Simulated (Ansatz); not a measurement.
# TePb: bulk modulus by level of theory

It takes space group Fm-3m (No. 225, cubic). The conventional cell has a = 6.462 Å, b = 6.462 Å, c = 6.462 Å, α = 90.00°, β = 90.00°, γ = 90.00°. Around Pb (site symmetry m-3m) lie 6 Te at 3.23 Å. Te (site symmetry m-3m) has 6 Pb at 3.23 Å as nearest neighbours.

| rung | level | program and potentials | cutoff (eV) | k mesh | smearing | spin | core time | chip | bulk modulus (GPa) | notes |
| --- | --- | --- | --- | --- | --- | --- | --- | --- | --- | --- |
| LDA | LDA | Ansatz, Ansatz PAW | 420 | 7 × 7 × 7 | fermi-dirac 0.05 | off | 11 s | Arm Neoverse V2 | 48.7 | potentials made for PBE, which Ansatz adapts in part |
| GGA | PBE | Ansatz, Ansatz PAW | 420 | 7 × 7 × 7 | fermi-dirac 0.05 | off | 13 s | Arm Neoverse V1 | 38.5 | - |
| meta-GGA + dispersion | r2SCAN+D3(BJ) | Ansatz, Ansatz PAW | 500 | 7 × 7 × 7 | fermi-dirac 0.05 | off | 32 s | Arm Neoverse V2 | 42.9 | potentials made for PBE, which Ansatz adapts in part |
| GGA | PBE | Ansatz, PseudoDojo standard | 1120 | 7 × 7 × 7 | fermi-dirac 0.05 | off | 35 s | Arm Neoverse V2 | 38.7 | - |
| meta-GGA | r2SCAN | Ansatz, Ansatz PAW | 500 | 7 × 7 × 7 | fermi-dirac 0.05 | off | 39 s | Arm Neoverse V1 | 42.1 | potentials made for PBE, which Ansatz adapts in part |
| GGA | PBEsol | Ansatz, PseudoDojo PBEsol | 1120 | 7 × 7 × 7 | fermi-dirac 0.05 | off | 42 s | Arm Neoverse V1 | 44.9 | - |
| GGA | PBEsol | Ansatz, PseudoDojo PBEsol stringent | 1388 | 7 × 7 × 7 | fermi-dirac 0.05 | off | 61 s | Arm Neoverse V2 | 44.7 | - |
| GGA | PBE | Ansatz, JTH PAW | 1800 | 7 × 7 × 7 | fermi-dirac 0.05 | off | 71 s | Arm Neoverse V1 | 38.6 | - |
| GGA | PBE | Ansatz, Ansatz NC | 1120 | 7 × 7 × 7 | fermi-dirac 0.05 | off | 76 s | Arm Neoverse V1 | 38.5 | - |
| GGA | PBEsol | Ansatz, Ansatz PAW | 420 | 7 × 7 × 7 | fermi-dirac 0.05 | SOC, no magnetisation | 93 s | Arm Neoverse V1 | 43.2 | potentials made for PBE, which Ansatz adapts in part |
| hybrid | HSE03 | Ansatz, Ansatz PAW | 420 | 4 × 4 × 4 | fermi-dirac 0.05 | off | 3 min | Arm Neoverse V1 | 41.7 | coarse mesh; potentials made for PBE, which Ansatz adapts in part |
| meta-GGA | r2SCAN | Ansatz, Ansatz PAW | 500 | 7 × 7 × 7 | fermi-dirac 0.05 | SOC, no magnetisation | 3.1 min | Arm Neoverse V1 | 40.9 | potentials made for PBE, which Ansatz adapts in part |

Times are single runs on shared hosts and different chips, so they are rough; meshes, cutoffs and the tasks' sizes weigh on the time. Task: equation of state. Smearing widths are in eV. The cell comes from a database and isn't always the measured one. Meshes differ between rows, which moves values too. Meshes are those of the run's cell of 2 atoms unless a note names another. Runs on faulty files, with rough fits or with known faults for this quantity aren't shown.

By rung: LDA 48.7; GGA 38.5 to 44.9; meta-GGA + dispersion 42.9; meta-GGA 40.9 to 42.1; hybrid on coarse meshes 41.7 (GPa).
